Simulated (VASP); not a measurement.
**AlN in VASP 6.6.1, single-point calculation**

INCAR

```
LASPH = .TRUE.
IBRION = -1
EDIFF = 1E-7
PREC = Accurate
SIGMA = 0.02
LWAVE = .FALSE.
ISIF = 2
LCHARG = .FALSE.
ENCUT = 520
NSW = 0
LREAL = .FALSE.
NBANDS = 11
NELM = 69
GGA = PE
ISMEAR = -1
```

KPOINTS

```
KPOINTS created by Atomic Simulation Environment
0
Gamma
5 5 5
0 0 0
```

POSCAR

```
Al N
 1.0000000000000000
    -0.0064000000000000    4.1288200000000002    4.1288200000000002
     4.1288200000000002   -0.0064000000000000    4.1288200000000002
     4.1224200000000000    4.1224200000000000    0.0000000000000000
 Al  N
   1   1
Cartesian
  0.0000000000000000 -0.0000000000000000 -0.0016778764946723
  2.0612099999999995  2.0612100000000000  2.0660878764946728
```

The recommended PBE PAW datasets give the neutral cell 8 valence electrons.

Command

```
mpirun -np 1 vasp_std
```

OSZICAR

```
N       E                     dE             d eps       ncg     rms          rms(c)
DAV:   1     0.256094484286E+02    0.25609E+02   -0.22904E+03   594   0.461E+02
DAV:   2    -0.133413970227E+01   -0.26944E+02   -0.25938E+02   970   0.801E+01
DAV:   3    -0.548382202118E+01   -0.41497E+01   -0.38282E+01   702   0.318E+01
DAV:   4    -0.560480129861E+01   -0.12098E+00   -0.12047E+00   690   0.674E+00
DAV:   5    -0.560687370951E+01   -0.20724E-02   -0.20720E-02   708   0.868E-01    0.716E+00
DAV:   6    -0.522810803566E+01    0.37877E+00   -0.50351E+01   648   0.166E+01    0.940E+00
DAV:   7    -0.389088885578E+01    0.13372E+01   -0.19023E+01   646   0.877E+00    0.111E+00
DAV:   8    -0.385825963315E+01    0.32629E-01   -0.63141E-01   600   0.412E+00    0.382E-01
DAV:   9    -0.386220809318E+01   -0.39485E-02   -0.29954E-02   694   0.661E-01    0.305E-01
DAV:  10    -0.386758633027E+01   -0.53782E-02   -0.62440E-03   597   0.452E-01    0.106E-01
DAV:  11    -0.386761709174E+01   -0.30761E-04   -0.43313E-04   737   0.991E-02    0.481E-02
DAV:  12    -0.386772950098E+01   -0.11241E-03   -0.41811E-04   618   0.628E-02    0.213E-02
DAV:  13    -0.386782819377E+01   -0.98693E-04   -0.24448E-04   600   0.596E-02    0.309E-02
DAV:  14    -0.386781017148E+01    0.18022E-04   -0.17344E-04   711   0.347E-02    0.462E-03
DAV:  15    -0.386781189929E+01   -0.17278E-05   -0.11748E-05   647   0.115E-02    0.637E-03
DAV:  16    -0.386781149368E+01    0.40561E-06   -0.38167E-06   654   0.555E-03    0.161E-03
DAV:  17    -0.386781141241E+01    0.81262E-07   -0.53115E-07   709   0.204E-03
   1 F= -.38678114E+01 E0= -.38625891E+01  d E =-.104446E-01
```

Standard output (part)

```
POSCAR found type information on POSCAR AlN
 POSCAR found :  2 types and       2 ions
 LDA part: xc-table for (Slater+PW92), standard interpolation
 POSCAR, INCAR and KPOINTS ok, starting setup
 WAVECAR not read
 entering main loop
```

It converged. Results: gap between bands v and c on the k mesh -0.03 eV (bands overlap: a metal); least direct gap on the k mesh 0.00 eV; pressure -3.6 GPa. Band v is the last that the valence electrons fill when counted band by band, and c is the next.

Question: Why shouldn't this run be trusted?

Answer: Cell typed in bohr. On sound settings PBE gives a gap of 3.30 eV on its mesh and a pressure of 4.3 GPa for the intended cell.
